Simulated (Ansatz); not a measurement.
Magnetic orders of CuO

Computed with DFT r2SCAN, scalar-relativistic, plane waves, PAW in Ansatz.

```
Cu O
1.0
     1.99097   -2.15355    0.00000
     1.99097    2.15355    0.00000
     0.00000    0.00000    5.15593
Cu O
2 2
Direct
  0.00000 0.50000 0.00000
  0.50000 0.00000 0.50000
  0.50000 0.50000 0.25000
  0.50000 0.50000 0.75000
```

```
plane-wave cutoff                               : 500 eV
Γ-centred k-mesh                                : 14×14×8
occupation rule                                 : Gaussian smearing, 0.1 eV
list of starting moments (μB, in atom order)    : 2.5 2.5 0 0
check for lower electronic states after the SCF : off
```

All runs keep this geometry, which isn't relaxed for the lowest state (largest force there 0.000 eV/Å, pressure -4.1 GPa) and needn't be a stable compound; relaxing each order can shift differences of a few meV. r2SCAN tends to overstate moments in metals, so a weak moment here may be absent in the real material. Site moments are spin moments in atom-centred spheres that scale with the neighbour distance. The states are those that the runs reached from these starts; a lower one can exist. No antiferromagnetic start is among these.

Question: Order the starts by the energy of the state that they reach, lowest first.
A. no spin
B. large parallel starting moments

Answer: B (0.00 meV/atom), A (31.9 meV/atom).

```csv
start,ends,energy above lowest (meV/atom),site moments (μB),gap on mesh (eV),P (GPa)
no spin,non-magnetic,31.9,none over 0.05,metal,-4.9
large parallel starting moments,ferromagnetic,0.00,"Cu +0.62 (×2), O +0.33 (×2)",metal,-4.1
```

Cost: 2 runs of about 1.3 core-minutes in all, on AMD EPYC 9R45 (Zen 5) (shared hosts).